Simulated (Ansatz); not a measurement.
PbO:

```
CELL_PARAMETERS angstrom
5.87600 0.00000 0.00000
0.00000 5.47600 0.00000
0.00000 0.00000 4.74300
ATOMIC_POSITIONS crystal
Pb 0.76900 0.51400 0.25000
Pb 0.23100 0.48600 0.75000
Pb 0.76900 0.98600 0.75000
Pb 0.23100 0.01400 0.25000
O 0.13200 0.58200 0.25000
O 0.86800 0.41800 0.75000
O 0.13200 0.91800 0.75000
O 0.86800 0.08200 0.25000
```

Base run:

```yaml
Program: Ansatz 0.2.0
Functional: PBE
Potentials_or_basis: Ansatz PAW
Cutoff: 300 eV
Density_cutoff: 1200 eV
k_mesh: 5 × 5 × 6
Occupations: fermi-dirac, width 0.05 eV
Spin: no spin polarisation
```

Its results: band gap on the k mesh 1.96 eV, indirect (least direct gap 2.14 eV); pressure 2.8 GPa; largest force 0.893 eV/Å.

Problem. After a change of settings the same cell gave: band gap on the k mesh 2.21 eV, indirect (least direct gap 2.43 eV); pressure 2.3 GPa; largest force 0.934 eV/Å. Which change was it?
A. cutoff from 300 eV to 420 eV (not typed: the program's choice for these potentials); k mesh from 5 × 5 × 6 to 4 × 4 × 4
B. functional from PBE to PBEsol; cutoff from 300 eV to 420 eV (not typed: the program's choice for these potentials); spin from no spin polarisation to spin-orbit coupling, no magnetisation; potential files from those of the base run to others of the same set
C. functional from PBE to LDA; cutoff from 300 eV to 420 eV (not typed: the program's choice for these potentials); spin from no spin polarisation to spin-orbit coupling, no magnetisation; potential files from those of the base run to others of the same set

Solution. A.

Caveats: spin-orbit coupling is left out, which as a rule narrows the gap of such compounds by several tenths of an eV; the cell's inner coordinates are idealised or old, which leaves forces on the atoms; odd divisions of the mesh miss points on the zone boundary, where band edges often lie, so the gap on the mesh can be too wide (some runs); the pressure holds a Pulay correction of +13.6 GPa for the finite cutoff (some runs); the cutoff lies under the one recommended for these potentials (some runs).
